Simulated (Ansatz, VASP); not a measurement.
# MgO in VASP and in Ansatz

INCAR

```
SYSTEM = MgO
  PREC = Accurate
  ENCUT = 520
  EDIFF = 1E-7
  ISMEAR = 0
  SIGMA = 0.05
  LREAL = .FALSE.
  LASPH = .TRUE.
  NELM = 100
  ALGO = Fast
  ISIF = 2
  LWAVE = .FALSE.
  LCHARG = .TRUE.
  GGA = PE
  LELF = .TRUE.
  LVHAR = .TRUE.
  NBANDS = 16
```

KPOINTS

```
regular mesh
0
G
  6 6 6
  0 0 0
```

File POSCAR:

```
MgO
1.0
    3.4863778627      0.0000000000      0.0000000000
   -1.7431889314      3.0192917963      0.0000000000
    0.0000000000      0.0000000000      4.1780412200
Mg O
2 2
Direct
    0.6666666667      0.3333333333      0.7500000000
    0.3333333333      0.6666666667      0.2500000000
    0.5375928778      0.3333333333      0.1422940258
    0.3333333333      0.6666666667      0.7500000000
```

Input for Ansatz:

```yaml
crystal:
  lattice:
    - [3.4863778627, 0.0, 0.0]
    - [-1.7431889314, 3.0192917963, 0.0]
    - [0.0, 0.0, 4.17804122]
  atoms:
    - { symbol: Mg, position: [0.6666666667, 0.3333333333, 0.75] }
    - { symbol: Mg, position: [0.3333333333, 0.6666666667, 0.25] }
    - { symbol: O, position: [0.5375928778, 0.3333333333, 0.1422940258] }
    - { symbol: O, position: [0.3333333333, 0.6666666667, 0.75] }
basis:
  ecutwfc: 420
kpoints:
  mp_grid: { grid: [6, 6, 6] }
hamiltonian:
  xc: pbe
scf:
  occupations: { method: gaussian, width: 0.05 }
output:
  forces: true
  stress: true
  eigenvalues: true
```

Alike in both runs: task single point; functional PBE; k mesh 6 × 6 × 6; occupations gaussian, width 0.05 eV; no spin polarisation.

|  | VASP | Ansatz |
| --- | --- | --- |
| version | VASP 6.6.1 | Ansatz 0.2.0 |
| potentials or method | VASP PAW PBE potentials, release 64 (Mg, O) | scalar-relativistic, plane waves, PAW |
| plane-wave cutoff (eV) | 520 | 420 |
| valence electrons in the cell | 16 | 32 |

|  | VASP | Ansatz | Ansatz less VASP |
| --- | --- | --- | --- |
| gap on the k mesh at the Fermi level (eV) | 2.65 | 2.66 | +0.017 |
| least direct gap on the mesh (eV) | 2.74 | 2.76 | +0.018 |
| pressure (GPa) | 23.7 | 23.6 | -0.07 |
| largest component of the traceless stress (GPa) | 18.43 | 18.07 | -0.355 |
| rms of the force components (eV/Å) | 3.215 | 3.154 | -0.0602 |

Atom by atom the forces differ by 0.064 eV/Å (rms over components). The two sets of potentials don't hold the same shells in valence.

Caveats: so large a pressure means that the cell lies far from this level's equilibrium, or that cutoff or potentials fall short (VASP); forces of over 1 eV/Å show positions far from the minimum, so gaps and moduli don't describe the material at rest. A k mesh can miss the band edges.
